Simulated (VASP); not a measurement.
Write an ASE script for VASP 6.6.1 that does the following.

```yaml
Task: single point
Functional: LDA
Potentials_or_basis: VASP PAW LDA potentials, release 64 (Ni_pv, Al)
Cutoff: 520 eV
k_mesh: 9 × 9 × 9
Occupations: gaussian, width 0.1 eV
Spin: collinear spin, ferromagnetic start
Starting_moments: "[1.0, 0.0] μB"
Further_INCAR_settings: ALGO = Normal; EDIFF = 1.00e-06
```

Crystal: AlNi.

```
Ni Al
1.0
     2.88100    0.00000    0.00000
     0.00000    2.88100    0.00000
     0.00000    0.00000    2.88100
Ni Al
1 1
Direct
  0.50000 0.50000 0.50000
  0.00000 0.00000 0.00000
```

The input as run:

run.py

```python
from ase.calculators.vasp import Vasp
from ase.dft.bandgap import bandgap
from ase.spacegroup import crystal

atoms = crystal(
    ['Ni', 'Al'],
    basis=[[0.5, 0.5, 0.5], [0.0, 0.0, 0.0]],
    spacegroup=221,
    setting=1,
    cellpar=[2.881, 2.881, 2.881, 90.0, 90.0, 90.0],
    primitive_cell=True,
)
atoms.set_initial_magnetic_moments([1.0, 0.0])
calc = Vasp(
    directory='calc',
    xc='lda',
    pp='LDA',
    setups='materialsproject',
    prec='Accurate',
    encut=520,
    ediff=1e-06,
    ismear=0,
    sigma=0.1,
    lreal=False,
    lasph=True,
    nelm=150,
    algo='Normal',
    isif=2,
    lwave=False,
    lcharg=True,
    ispin=2,
    lorbit=11,
    lmaxmix=4,
    lelf=True,
    lvhar=True,
    kpts=[9, 9, 9],
    gamma=True,
)
atoms.calc = calc

print('energy (eV):', atoms.get_potential_energy())
print('free energy (eV):', atoms.get_potential_energy(force_consistent=True))
print('forces (eV/A):')
print(atoms.get_forces())
print('stress (eV/A^3, Voigt):', atoms.get_stress())
print('Fermi level (eV):', calc.get_fermi_level())
print('moment (muB):', atoms.get_magnetic_moment())
print('site moments (muB):', atoms.get_magnetic_moments())
gap, top, bottom = bandgap(calc)
print('band gap (eV):', gap, 'from (spin, k, band)', top, 'to', bottom)
```

Potentials or basis: VASP PAW LDA potentials, release 64 (Ni_pv, Al).

Run with:

```bash
$ python run.py
```

Results of the run:

The pressure is -9.4 GPa and the band gap on the k mesh is none (metal or under the smearing width). The net moment is 0.00 μB per cell and the valence electrons inside the program's atomic spheres are Ni 14.66; Al 0.81.

Wall time 16 s on 1 thread of AMD EPYC 9R14 (Zen 4) (shared host), peak memory 0.11 GiB.
